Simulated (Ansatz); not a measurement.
Computed with Ansatz 0.2.0, DFT PBE, scalar-relativistic, plane waves, PAW. All cells share a 420 eV cutoff and Γ-centred k meshes spaced at most about 0.3 Å⁻¹ (about 0.25 or finer for metals, 2π included). No spin polarisation.

These are static total energies at zero pressure.

Question: Which of these relaxed structures of InGa3P4 is the lowest in energy?
A.

```cif
data_structure
_symmetry_space_group_name_H-M 'P-43m'
_symmetry_Int_Tables_number 215
_cell_length_a 5.6209
_cell_length_b 5.6209
_cell_length_c 5.6209
_cell_angle_alpha 90.000
_cell_angle_beta 90.000
_cell_angle_gamma 90.000
_cell_volume 177.59
loop_
_atom_site_label
_atom_site_type_symbol
_atom_site_symmetry_multiplicity
_atom_site_Wyckoff_symbol
_atom_site_fract_x
_atom_site_fract_y
_atom_site_fract_z
_atom_site_occupancy
In1 In 1 b 0.50000 0.50000 0.50000 1
Ga1 Ga 3 d 0.00000 0.00000 0.50000 1
P1 P 4 e 0.76001 0.76001 0.76001 1
```

B.

```cif
data_structure
_symmetry_space_group_name_H-M 'Cmmm'
_symmetry_Int_Tables_number 65
_cell_length_a 7.4490
_cell_length_b 10.5355
_cell_length_c 3.7106
_cell_angle_alpha 90.000
_cell_angle_beta 90.000
_cell_angle_gamma 90.000
_cell_volume 291.20
loop_
_atom_site_label
_atom_site_type_symbol
_atom_site_symmetry_multiplicity
_atom_site_Wyckoff_symbol
_atom_site_fract_x
_atom_site_fract_y
_atom_site_fract_z
_atom_site_occupancy
In1 In 2 d 0.00000 0.00000 0.50000 1
Ga1 Ga 4 e 0.25000 0.25000 0.00000 1
Ga2 Ga 2 c 0.50000 0.00000 0.50000 1
P1 P 4 g 0.73425 0.00000 0.00000 1
P2 P 4 j 0.50000 0.75717 0.50000 1
```

C.

```cif
data_structure
_symmetry_space_group_name_H-M 'Pm-3m'
_symmetry_Int_Tables_number 221
_cell_length_a 5.2728
_cell_length_b 5.2728
_cell_length_c 5.2728
_cell_angle_alpha 90.000
_cell_angle_beta 90.000
_cell_angle_gamma 90.000
_cell_volume 146.59
loop_
_atom_site_label
_atom_site_type_symbol
_atom_site_symmetry_multiplicity
_atom_site_Wyckoff_symbol
_atom_site_fract_x
_atom_site_fract_y
_atom_site_fract_z
_atom_site_occupancy
In1 In 1 b 0.50000 0.50000 0.50000 1
Ga1 Ga 3 d 0.00000 0.00000 0.50000 1
P1 P 3 c 0.50000 0.50000 0.00000 1
P2 P 1 a 0.00000 0.00000 0.00000 1
```

Answer: A. The next of these, B, lies 0.37 eV/atom higher. Forms: A P-43m; B Cmmm; C Pm-3m. Counting P atoms around Ga and In (those within 1.25 times the shortest such distance or 1.15 times the sum of covalent radii): A has In 4, Ga 4; B has In 6, Ga 6; C has In 6, Ga 6. All come from invented guesses.

The k mesh leaves some 4 meV/atom of noise in the energy of each metallic cell. Cells relaxed within their symmetry can be saddle points. Some types were kept out of the candidates beforehand, so the set may lack a known form.
